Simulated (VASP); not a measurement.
Input of a VASP 6.6.1 run:

INCAR

```
SYSTEM = Lu
PREC     = Accurate       ! precision mode
ENCUT    = 600            ! plane-wave cutoff, eV
EDIFF    = 1E-7           ! SCF threshold, eV
ISMEAR   = 1              ! smearing method
SIGMA    = 0.1            ! smearing width, eV
LREAL    = .FALSE.        ! projectors in reciprocal space
LASPH    = .TRUE.         ! aspherical terms in the spheres
NELM     = 80             ! most SCF steps
ALGO     = Normal         ! electronic algorithm
ISIF     = 4              ! what is computed and relaxed
LWAVE    = .FALSE.        ! write WAVECAR
LCHARG   = .FALSE.        ! write CHGCAR
GGA      = PE             ! functional
IVDW     = 12             ! dispersion correction
IBRION   = 2              ! ionic algorithm
NSW      = 40             ! ionic steps
EDIFFG   = -0.01          ! ionic threshold
```

File KPOINTS:

```
Automatic mesh
0
G
  12 12 7
  0 0 0
```

Contents of POSCAR:

```
Lu                                      
1.0
    3.4407347170      0.0000000000      0.0000000000
   -1.7203673584      2.9797636726     -0.0000000000
   -0.0000000000      0.0000000000      5.3536088201
  Lu            
     2
Direct
     0.3333333332999970    0.6666666667000030    0.2500000000000000
     0.6666666667000030    0.3333333332999970    0.7500000000000000
```

Potentials or basis: VASP PAW PBE potentials, release 64 (Lu).

The run is started by

```bash
$ cat potpaw_PBE.64/Lu/POTCAR > POTCAR
$ mpirun -np 1 vasp_std > vasp.out
```

(1) Predict the dispersion energy per atom.

(2) Predict the band gap on the k mesh.

Answers

(1) -0.376 eV.

(2) none (metal or under the smearing width).

Caveat: the relaxation stopped at its first step, so nothing moved.
